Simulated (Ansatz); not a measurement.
Ansatz input file:

```yaml
crystal:
  lattice:
    - [0.0, 2.3697597, 2.3697597]
    - [2.3351097, 0.0, 2.3697597]
    - [2.3351097, 2.3697597, 0.0]
  atoms:
    - { symbol: Hf, position: [0.5, 0.5, 0.5] }
    - { symbol: B, position: [0.0, 0.0, 0.0] }
basis:
  ecutwfc: 420
kpoints:
  mp_grid: { grid: [14, 14, 14] }
hamiltonian:
  xc: pbesol
scf:
  occupations: { method: gaussian, width: 0.1 }
output:
  forces: true
  stress: true
  eigenvalues: true
```

Command:
```bash
ansatz run input.yaml --threads 1 --pin off --max-ram 1331MiB --backend cpu --events-out ev --progress --plain --runs-dir out
```

These are results of DFT PBEsol, scalar-relativistic, plane waves, PAW (Ansatz), not measurements.

From the run's log, abridged (iterations and final results):

```
SCF iter   1: F=—  HF=-15751.529387 eV  |F-HF|=—  |Δ(HF+E_count)|=         —  Δρ=5.87e-3  dr2=1.22e-2  ethr=1.77e-3  ⟨swp⟩=4.5  Hψ=18591  notcnv=0
SCF iter   2: F=—  HF=-15751.526550 eV  |F-HF|=—  |Δ(HF+E_count)|=   2.84e-3  Δρ=3.16e-3  dr2=3.44e-3  ethr=4.20e-5  ⟨swp⟩=1.1  Hψ=6629  notcnv=0  defer=1
SCF iter   3: F=—  HF=-15751.525599 eV  |F-HF|=—  |Δ(HF+E_count)|=   9.51e-4  Δρ=5.13e-4  dr2=5.64e-5  ethr=1.19e-5  ⟨swp⟩=2.9  Hψ=7159  notcnv=0  defer=3
SCF iter   4: F=—  HF=-15751.525543 eV  |F-HF|=—  |Δ(HF+E_count)|=   5.61e-5  Δρ=3.44e-4  dr2=3.43e-5  ethr=1.94e-7  ⟨swp⟩=2.6  Hψ=8388  notcnv=0  defer=4
SCF iter   5: F=—  HF=-15751.525534 eV  |F-HF|=—  |Δ(HF+E_count)|=   8.24e-6  Δρ=1.58e-4  dr2=7.40e-6  ethr=1.18e-7  ⟨swp⟩=2.5  Hψ=7974  notcnv=0  defer=3
SCF iter   6: F=—  HF=-15751.525530 eV  |F-HF|=—  |Δ(HF+E_count)|=   4.59e-6  Δρ=3.47e-5  dr2=3.36e-7  ethr=2.55e-8  ⟨swp⟩=2.0  Hψ=8051  notcnv=0  defer=3
SCF iter   7: F=-15751.525529 eV  HF=-15751.525529 eV  |F-HF|=2.73e-11  |Δ(HF+E_count)|=   5.54e-7  Δρ=5.93e-6  dr2=7.72e-9  ethr=3.45e-10  ⟨swp⟩=7.0  Hψ=23106  notcnv=0
SCF 1 converged in 7 iterations: F = -15751.525529 eV  dr2 = 7.72e-9
SCF converged after 7 iterations
Free energy (F): -15751.525529 eV
Harris-Foulkes:  -15751.525529 eV  (|F-HF|=2.73e-11)
Internal energy: -15751.519147 eV  (E = F + TS)
E sigma→0 (E₀):  -15751.522338 eV
Entropy (-TS):   -0.006383 eV (-3.191 meV/atom)
Fermi energy:    18.282745 eV
--- Per-component energies (eV) ---
  E_band       = 75.574825
  E_kinetic    = 474.174788
  E_local      = -5184.536822  (includes V_loc(G=0)·N_el)
  E_nonlocal   = -1224.906227
  E_hartree    = 2451.103220
  E_xc         = -330.894488
  E_vxc        = -305.686980  (∫ρ·V_xc dr)
  E_paw        = -6883.892880  (= ΣΔE_a)
  E_vpaw       = 1414.318030  (= ΣTr[D̂ρ^β])
  E_aug_tail   = -0.000005  (compensation charges beyond the density's cutoff)
  E_ewald      = -5053.832534
  E_core_change = 1.265803  (= ΣΔE_core)
  E_smearing   = -0.006383  (= −TS)
--- Forces (eV/Å), atoms counted from 1 ---
  atom   1  Hf     0.00000000     0.00000000     0.00000000
  atom   2  B      0.00000000     0.00000000     0.00000000
--- Stress (GPa, compression-positive) ---
       12.913797       0.000000       0.000000
        0.000000       6.782631       0.000000
        0.000000       0.000000       6.782631
  P = ⅓ Tr σ = 8.8264 GPa (88.264 kbar)
--- Band table (eV; the first three rows and the last of 244) ---
  k-point 0: bands = ["-41.8515", "-10.3706", "-10.3691", "-10.3691", "8.1445", "8.1507", "8.1507", "8.1529", "8.2223", "8.2223", "8.2241", "8.9098", "20.2775", "20.2775", "20.4455", "22.1127", "22.1143", "22.1143", "22.2056"]
  k-point 1: bands = ["-41.8499", "-10.4003", "-10.3730", "-10.3727", "8.1461", "8.1500", "8.1532", "8.1549", "8.2198", "8.2205", "8.2233", "9.0478", "19.8490", "20.1763", "20.3061", "21.1283", "21.1960", "22.3860", "23.4750"]
  k-point 2: bands = ["-41.8452", "-10.4851", "-10.3826", "-10.3809", "8.1454", "8.1527", "8.1603", "8.1618", "8.2130", "8.2135", "8.2234", "9.4483", "18.8907", "19.4593", "19.5656", "21.1376", "21.1886", "22.7334", "24.9926"]
  k-point 243: bands = ["-41.8073", "-10.7714", "-10.6964", "-10.5885", "8.1734", "8.1761", "8.1768", "8.1865", "8.1967", "8.1970", "8.1970", "12.7086", "16.8577", "16.8689", "17.1088", "23.0021", "24.2090", "25.4648", "25.5083"]
```

The run converged.

Spin–orbit coupling is left out, which can shift energies with elements as heavy as these.